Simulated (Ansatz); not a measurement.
The system is CoO.

```
CELL_PARAMETERS angstrom
-1.50800 1.50800 2.10725
1.50800 -1.50800 2.10725
1.50800 1.50800 -2.10725
ATOMIC_POSITIONS crystal
Co 0.00000 0.00000 0.00000
O 0.50000 0.50000 0.00000
```

Program: Ansatz 0.2.0. Alike in all runs: potentials or basis Ansatz PAW; spin collinear, ferromagnetic start; cell as given; cutoff (eV) 420; smearing fermi-dirac 0.05 eV.

Problem. Order these runs on this cell by their band gap on the k mesh, lowest first.
A. level PBE+U; U Co d U = 7 eV; k mesh 12 × 12 × 12; points for each segment of the path 14; hubbard projectors ortho-atomic (the default); double counting fll (the default); mesh quality not flagged
B. level PBE; k mesh 4 × 4 × 4; mesh quality coarse
C. level PBEsol+U; U Co d U = 3.5 eV; k mesh 12 × 12 × 12; points for each segment of the path 14; hubbard projectors ortho-atomic (the default); double counting fll (the default); mesh quality not flagged

Solution. B (metal), C (1.13 eV), A (1.75 eV).

Caveats: some runs use coarse meshes; a cell with one magnetic atom can't hold antiferromagnetic order, which such compounds often take; the magnetic or orbital state may not be the lowest (some runs); semilocal functionals often make such compounds metallic where correlation or magnetic order opens a gap, which also shifts bond lengths (some runs).

